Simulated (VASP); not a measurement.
# TePb (Altaite): from the relaxed cell to its vibrations

What lattice, stiffness and vibrations does TePb (Altaite) have at one level of theory? The starting structure is a measured crystal structure from the Crystallography Open Database. All runs use LDA.

Main program and level: VASP 6.6.1; Kohn-Sham DFT with plane waves and PAW; LDA.

### Step 1. The starting structure

The structure is cubic, space group Fm-3m (No. 225). The conventional cell has a = 6.438 Å, b = 6.438 Å, c = 6.438 Å, α = 90.00°, β = 90.00°, γ = 90.00°. Nearest to Pb lie 6 Te at 3.22 Å. Nearest to Te lie 6 Pb at 3.22 Å. Farther neighbours and most contacts between anions are not listed.

Coordinates:

```xyz
2
Lattice="0.0000 3.2192 3.2192 3.2192 0.0000 3.2192 3.2192 3.2192 0.0000" Properties=species:S:1:pos:R:3 pbc="T T T"
Pb    0.0000    0.0000    0.0000
Te    3.2192    3.2192    3.2192
```

### Step 2. Relaxation

This run starts from the cell of an earlier relaxation, which isn't shown; the restart sets up the plane waves anew.

INCAR

```
SYSTEM = TePb
PREC = Accurate
ENCUT = 500
EDIFF = 1E-07
NELM = 100
ISMEAR = 0
SIGMA = 0.03
LREAL = .FALSE.
ALGO = Normal
GGA = CA
NBANDS = 16
LORBIT = 11
LWAVE = .FALSE.
LCHARG = .FALSE.
KPAR = 4
IBRION = 2
NSW = 50
ISIF = 3
EDIFFG = -0.002
```

POSCAR

```
TePb
1.0
    0.0000000000      3.1924510898      3.1924510898
    3.1924510898      0.0000000000      3.1924510898
    3.1924510898      3.1924510898      0.0000000000
Pb Te
1 1
Direct
    0.0000000000      0.0000000000      0.0000000000
    0.5000000000      0.5000000000      0.5000000000
```

KPOINTS

```
Automatic mesh
0
Gamma
6 6 6
0 0 0
```

PAW data sets: Pb_d and Te (LDA family, release 64).

On the command line:

```
$ mpirun -np 4 vasp_std
```

Log:

```text
[banner, memory and clock lines left out]
running    4 mpi-ranks, on    1 nodes
 distrk:  each k-point on    1 cores,    4 groups
 distr:  one band on    1 cores,    1 groups

 POSCAR found type information on POSCAR PbTe
 POSCAR found :  2 types and       2 ions
 LDA part: xc-table for (Slater(with rela. corr.)+CA(PZ))
 , standard interpolation
 POSCAR, INCAR and KPOINTS ok, starting setup
 FFT: planning ... GRIDC
 FFT: planning ... GRID_SOFT
 FFT: planning ... GRID
 WAVECAR not read
 entering main loop
       N       E                     dE             d eps       ncg     rms          rms(c)
DAV:   1     0.150564676667E+03    0.15056E+03   -0.89459E+03   520   0.117E+03
DAV:   2     0.780813640366E+00   -0.14978E+03   -0.14619E+03   568   0.313E+02
DAV:   3    -0.865269058865E+01   -0.94335E+01   -0.94121E+01   672   0.822E+01
DAV:   4    -0.888701378042E+01   -0.23432E+00   -0.23428E+00   672   0.154E+01
DAV:   5    -0.889215479907E+01   -0.51410E-02   -0.51410E-02   752   0.182E+00    0.369E+00
DAV:   6    -0.878411951426E+01    0.10804E+00   -0.23741E-01   744   0.379E+00    0.233E+00
DAV:   7    -0.877645479621E+01    0.76647E-02   -0.66547E-02   656   0.138E+00    0.912E-01
DAV:   8    -0.877578758851E+01    0.66721E-03   -0.74064E-03   680   0.863E-01    0.122E-01
DAV:   9    -0.877573985107E+01    0.47737E-04   -0.82297E-04   776   0.277E-01    0.327E-02
DAV:  10    -0.877573461759E+01    0.52335E-05   -0.54250E-05   696   0.591E-02    0.237E-02
DAV:  11    -0.877573541529E+01   -0.79769E-06   -0.14400E-05   680   0.238E-02    0.100E-02
DAV:  12    -0.877573544637E+01   -0.31081E-07   -0.95015E-07   648   0.861E-03
   1 F= -.87757354E+01 E0= -.87757354E+01  d E =-.877574E+01
 curvature:   0.00 expect dE= 0.000E+00 dE for cont linesearch  0.000E+00
 trial: gam= 0.00000 g(F)=  0.576E-60 g(S)=  0.478E-06 ort = 0.000E+00 (trialstep = 0.100E+01)
 search vector abs. value=  0.478E-06
 reached required accuracy - stopping structural energy minimisation
```

Wall time 10 s (4 MPI ranks of AMD EPYC 7R43, shared host); peak memory 0.59 GiB.

Lines that name or quote the potential files are left out of all logs, and their timing lines are given in words.

OUTCAR, selected parts (step 2):

```text
ion  position               nearest neighbor table
   1  0.000  0.000  0.000-   2 3.19   2 3.19   2 3.19   2 3.19   2 3.19   2 3.19
   2  0.500  0.500  0.500-   1 3.19   1 3.19   1 3.19   1 3.19   1 3.19   1 3.19

  LATTYP: Found a face centered cubic cell.
 ALAT       =     6.3849021796

 Subroutine GETGRP returns: Found 48 space group operations
 (whereof 48 operations were pure point group operations)

The static configuration has the point symmetry O_h .

 Found     16 irreducible k-points:

   k-points           NKPTS =     16   k-points in BZ     NKDIM =     16   number of bands    NBANDS=     16

   dimension x,y,z NGX =    36 NGY =   36 NGZ =   36
   dimension x,y,z NGXF=    72 NGYF=   72 NGZF=   72

   ENCUT  =  500.0 eV  36.75 Ry    6.06 a.u.   8.23  8.23  8.23*2*pi/ulx,y,z

   NELECT =      20.0000    total number of electrons

 k-points in reciprocal lattice and weights: Automatic mesh
   0.00000000  0.00000000  0.00000000       0.005
   0.16666667  0.00000000  0.00000000       0.037
   0.33333333  0.00000000  0.00000000       0.037
   0.50000000  0.00000000  0.00000000       0.019
   0.16666667  0.16666667  0.00000000       0.028
   0.33333333  0.16666667  0.00000000       0.111
   0.50000000  0.16666667  0.00000000       0.111
  -0.33333333  0.16666667  0.00000000       0.111
  -0.16666667  0.16666667  0.00000000       0.056
[...]
-0.33333333  0.33333333  0.16666667       0.111
  -0.33333333  0.50000000  0.16666667       0.056

 average (electrostatic) potential at core
       1 -91.3249       2 -88.8090

 E-fermi :   6.0979

 k-point     1 :       0.0000    0.0000    0.0000
  band No.  band energies     occupation
    ...
      6      -6.4677      2.00000
      7       0.3107      2.00000
      8       4.4086      2.00000
      9       4.4086      2.00000
     10       4.4086      2.00000
     11       9.9198      0.00000
     12       9.9198      0.00000
     13       9.9198      0.00000
     14      11.5911      0.00000
     15      11.5911      0.00000
    ...

 k-point     2 :       0.1667    0.0000    0.0000
  band No.  band energies     occupation
    ...
      6      -6.2189      2.00000
      7      -0.4958      2.00000
      8       4.4858      2.00000
      9       4.4858      2.00000
     10       4.8528      2.00000
     11       8.7084      0.00000
     12       8.9519      0.00000
     13       8.9519      0.00000
     14      11.4105      0.00000
     15      12.1098      0.00000
    ...

 k-point     3 :       0.3333    0.0000    0.0000
  band No.  band energies     occupation
    ...
      6      -5.5348      2.00000
      7      -2.0058      2.00000
      8       4.7182      2.00000
      9       4.7182      2.00000
     10       5.4735      2.00000
     11       7.2376      0.00000
     12       7.6159      0.00000
     13       7.6159      0.00000
     14      12.3934      0.00000
     15      13.4932      0.00000
    ...

  Total       -0.0025711     -0.0025711     -0.0025711      0.0000000      0.0000000      0.0000000
  in kB       -0.0633046     -0.0633046     -0.0633046      0.0000000      0.0000000      0.0000000
  external PRESSURE =      -0.0633046 kB  Pullay stress =       0.0000000 kB

  energy-cutoff  :      500.00
  volume of cell :       65.07
      direct lattice vectors                 reciprocal lattice vectors
     0.000000000  3.192451090  3.192451090    -0.156619471  0.156619471  0.156619471
     3.192451090  0.000000000  3.192451090     0.156619471 -0.156619471  0.156619471
     3.192451090  3.192451090  0.000000000     0.156619471  0.156619471 -0.156619471

 POSITION                                       TOTAL-FORCE (eV/Angst)
 -----------------------------------------------------------------------------------
      0.00000      0.00000      0.00000         0.000000     -0.000000      0.000000
      3.19245      3.19245      3.19245        -0.000000      0.000000     -0.000000
 -----------------------------------------------------------------------------------
    total drift:                               -0.000000      0.000000      0.000000

  FREE ENERGIE OF THE ION-ELECTRON SYSTEM (eV)
  ---------------------------------------------------
  free  energy   TOTEN  =        -8.7757354464 eV

  energy  without entropy=       -8.7757354464  energy(sigma->0) =       -8.77573545

 reached required accuracy - stopping structural energy minimisation

 total charge
# of ion       s       p       d       tot
------------------------------------------
    1        1.455   0.618   9.831  11.904
    2        1.384   2.003   0.022   3.410
--------------------------------------------------
tot          2.839   2.621   9.853  15.313

[... 3 further parts left out ...]
```

CONTCAR:

```
TePb
   1.00000000000000
     0.0000000000000000    3.1924510898000000    3.1924510898000000
     3.1924510898000000    0.0000000000000000    3.1924510898000000
     3.1924510898000000    3.1924510898000000    0.0000000000000000
  Pb              Te
     1     1
Direct
     0.0000000000000000    0.0000000000000000    0.0000000000000000
     0.5000000000000000    0.5000000000000000    0.5000000000000000
```

The run keeps the 48 symmetry operations of its start, so it cannot find a distortion of lower symmetry.

The relaxed cell holds 32.537 Å³ an atom, with a = 6.385 Å (-0.8 % against the database cell). Pressures at 0.985 and 1.015 times this volume, from two more relaxations that aren't shown, give a bulk modulus of 49.2 GPa.

### Step 3. Elastic constants

INCAR

```
SYSTEM = TePb
PREC = Accurate
ENCUT = 700
EDIFF = 1E-08
NELM = 100
ISMEAR = 0
SIGMA = 0.03
LREAL = .FALSE.
ALGO = Normal
GGA = CA
NBANDS = 16
LORBIT = 11
LWAVE = .FALSE.
LCHARG = .FALSE.
KPAR = 4
IBRION = 6
NFREE = 2
POTIM = 0.015
ISIF = 3
NSW = 1
```

POSCAR is that of step 2.

KPOINTS

```
Automatic mesh
0
Gamma
8 8 8
0 0 0
```

On the command line:

```
$ mpirun -np 4 vasp_std
```

Log:

```text
[... set-up lines as in an earlier step ...]
 entering main loop
       N       E                     dE             d eps       ncg     rms          rms(c)
DAV:   1     0.165102548861E+03    0.16510E+03   -0.10995E+04   928   0.153E+03
DAV:   2     0.206390677056E+01   -0.16304E+03   -0.15915E+03   992   0.355E+02
DAV:   3    -0.859550701929E+01   -0.10659E+02   -0.10607E+02  1248   0.918E+01
DAV:   4    -0.887906589912E+01   -0.28356E+00   -0.28346E+00  1120   0.170E+01
[...]
DAV:  12    -0.877486371590E+01   -0.39881E-07   -0.56186E-07  1184   0.913E-03    0.527E-03
DAV:  13    -0.877486369597E+01    0.19935E-07   -0.29593E-08  1168   0.155E-03    0.246E-03
DAV:  14    -0.877486368718E+01    0.87850E-08   -0.50165E-08  1192   0.200E-03
   1 F= -.87748637E+01 E0= -.87748637E+01  d E =-.103035E-15
[... from here on, the cycles between the ionic steps are left out ...]
   2 F= -.87690937E+01 E0= -.87690937E+01  d E =-.148315E-11
   3 F= -.87680885E+01 E0= -.87680885E+01  d E =-.865247E-15
   4 F= -.87690937E+01 E0= -.87690937E+01  d E =-.144233E-11
   5 F= -.87680885E+01 E0= -.87680885E+01  d E =-.591102E-14
   6 F= -.87690937E+01 E0= -.87690937E+01  d E =-.145719E-11
   7 F= -.87680885E+01 E0= -.87680885E+01  d E =-.205000E-22
   8 F= -.87741530E+01 E0= -.87741530E+01  d E =-.360214E-11
   9 F= -.87741530E+01 E0= -.87741530E+01  d E =-.380490E-11
  10 F= -.87741530E+01 E0= -.87741530E+01  d E =-.426277E-11
  11 F= -.87741530E+01 E0= -.87741530E+01  d E =-.403719E-11
  12 F= -.87741530E+01 E0= -.87741530E+01  d E =-.416089E-11
  13 F= -.87741530E+01 E0= -.87741530E+01  d E =-.548510E-11
  14 F= -.87748015E+01 E0= -.87748015E+01  d E =-.913411E-16
  15 F= -.87748015E+01 E0= -.87748015E+01  d E =-.929098E-16
  16 F= -.87748010E+01 E0= -.87748010E+01  d E =-.904579E-16
  17 F= -.87748010E+01 E0= -.87748010E+01  d E =-.922723E-16
 Finite differences progress:
  Degree of freedom:   8/  8
  Displacement:        2/  2
  Total:              16/ 16
```

Wall time 14 min (4 MPI ranks); peak memory 1.9 GiB.

From OUTCAR (step 3):

```text
  Total        0.0114864      0.0072472      0.0072472     -0.0000000     -0.0000000      0.0000000
  in kB        0.2828086      0.1784336      0.1784336     -0.0000000     -0.0000000      0.0000000
  external PRESSURE =       0.2132253 kB  Pullay stress =       0.0000000 kB

 POSITION                                       TOTAL-FORCE (eV/Angst)
 -----------------------------------------------------------------------------------
      0.00000      0.00000      0.00000        -0.008331      0.000000      0.000000
      3.17745      3.19245      3.19245         0.008331      0.000000      0.000000
 -----------------------------------------------------------------------------------
    total drift:                                0.000003      0.000000      0.000000

  FREE ENERGIE OF THE ION-ELECTRON SYSTEM (eV)
  ---------------------------------------------------
  free  energy   TOTEN  =        -8.7748010004 eV

  energy  without entropy=       -8.7748010004  energy(sigma->0) =       -8.77480100

[... 3 further parts left out ...]
[key lines of the parts left out:]
E-fermi :   6.0583
```

The last energy, forces and stress in OUTCAR belong to the last displaced cell, not to that of POSCAR.

The elastic tensor has C11 = 137.6, C12 = 4.8, C44 = 15.7 GPa; its Hill averages are a bulk modulus of 49.1 and a shear modulus of 29.3 GPa.

### Step 4. Modes of the relaxed cell

INCAR

```
SYSTEM = TePb
PREC = Accurate
ENCUT = 500
EDIFF = 1E-08
NELM = 100
ISMEAR = 0
SIGMA = 0.03
LREAL = .FALSE.
ALGO = Normal
GGA = CA
NBANDS = 16
LORBIT = 11
LWAVE = .FALSE.
LCHARG = .FALSE.
KPAR = 4
IBRION = 8
LEPSILON = .TRUE.
LPEAD = .TRUE.
ISIF = 2
```

POSCAR is that of step 3.

KPOINTS

```
Automatic mesh
0
Gamma
12 12 12
0 0 0
```

On the command line:

```
$ mpirun -np 4 vasp_std
```

Log:

```text
[... set-up lines as in an earlier step ...]
 entering main loop
       N       E                     dE             d eps       ncg     rms          rms(c)
DAV:   1     0.148944083863E+03    0.14894E+03   -0.90852E+03  2304   0.118E+03
DAV:   2     0.101980889163E+01   -0.14792E+03   -0.14408E+03  2464   0.305E+02
DAV:   3    -0.863733226620E+01   -0.96571E+01   -0.96161E+01  2904   0.836E+01
DAV:   4    -0.888250887791E+01   -0.24518E+00   -0.24511E+00  3008   0.158E+01
[...]
DAV:  12    -0.877511169002E+01   -0.59909E-07   -0.65589E-07  3056   0.982E-03    0.541E-03
DAV:  13    -0.877511167063E+01    0.19394E-07   -0.27705E-08  2696   0.157E-03    0.270E-03
DAV:  14    -0.877511166154E+01    0.90922E-08   -0.49806E-08  2984   0.194E-03
   1 F= -.87751117E+01 E0= -.87751117E+01  d E =-.239067E-15
 Linear response reoptimize wavefunctions to high precision
DAV:   1    -0.877511166197E+01   -0.43156E-09   -0.37023E-09  2528   0.377E-04
DAV:   2    -0.877511166195E+01    0.21373E-10   -0.69495E-11  1672   0.631E-05
 Linear response to external field (no local field effect), progress :
[...]
RMM:  11    -0.337033086183E+00   -0.31132E-08    0.45760E-09  9461   0.132E-04    0.339E-06
 first order change of Fermi-energy   0.29302E+00
 force on displaced ion       1 direction 1 :  -0.663   0.000   0.000
 Born effective charge ion    1 direction 1 :   6.008   0.000   0.000
 Linear response progress:
  Degree of freedom:   2/  2
       N       E                     dE             d eps       ncg     rms          rms(c)
RMM:   1    -0.510483506101E-01   -0.51048E-01    0.40630E-02 10951   0.927E-01
RMM:   2    -0.491665337092E-01    0.18818E-02   -0.10196E-03  9292   0.315E-01    0.554E-02
RMM:   3    -0.496114073876E-01   -0.44487E-03   -0.85343E-04  9966   0.141E-01    0.500E-02
RMM:   4    -0.497625211625E-01   -0.15111E-03   -0.46178E-05  9438   0.457E-02    0.252E-02
[...]
RMM:  12    -0.498786864370E-01   -0.10668E-07   -0.70971E-09 10366   0.265E-05    0.366E-06
RMM:  13    -0.498786975846E-01   -0.11148E-07   -0.75166E-09  9019   0.130E-05    0.887E-07
RMM:  14    -0.498786968073E-01    0.77733E-09   -0.85522E-09  5607   0.803E-06    0.814E-07
 first order change of Fermi-energy  -0.29279E+00
 force on displaced ion       2 direction 1 :  -0.662   0.000   0.000
 Born effective charge ion    2 direction 1 :  -6.018   0.000   0.000
 Born effective charges drift removed
 Linear response finished
```

Run time: 17 min. Hardware: 4 MPI ranks; peak memory 2.8 GiB.

Parts of OUTCAR (step 4):

```text
  Total       -0.0116076     -0.0116076     -0.0116076     -0.0000000      0.0000000      0.0000000
  in kB       -0.2857912     -0.2857912     -0.2857912     -0.0000000      0.0000000      0.0000000
  external PRESSURE =      -0.2857912 kB  Pullay stress =       0.0000000 kB

 POSITION                                       TOTAL-FORCE (eV/Angst)
 -----------------------------------------------------------------------------------
      0.00000      0.00000      0.00000        -0.000000      0.000000      0.000000
      3.19245      3.19245      3.19245         0.000000     -0.000000     -0.000000
 -----------------------------------------------------------------------------------
    total drift:                               -0.000000      0.000000      0.000000

 MACROSCOPIC STATIC DIELECTRIC TENSOR (including local field effects in DFT)
 ------------------------------------------------------
          32.635899    -0.000000     0.000000
          -0.000000    32.635899     0.000000
          -0.000000     0.000000    32.635899
 ------------------------------------------------------

 MACROSCOPIC STATIC DIELECTRIC TENSOR IONIC CONTRIBUTION
 ------------------------------------------------------
         153.014783     0.000000     0.000000
           0.000000   153.014783    -0.000000
           0.000000    -0.000000   153.014783
 ------------------------------------------------------

[... 1 part as in an earlier step ...]

[... 1 further part left out ...]
```

The zone-centre modes at 32.537 Å³ an atom are T1u 47.8 cm⁻¹.

[end of part 1 of 2]

[Lines on the potential files, build, host, timing and source positions are cut from VASP's logs without a mark.]

[Logs are printed without paths, hosts, clocks, repeated set-up lines and the standing remarks that a program may print on its own settings, such as how far it seeks lower states.]

[Hosts, paths, dates, database ids (printed as entryN), source tags and the programs' standing remarks are cut or masked in the printed files.]
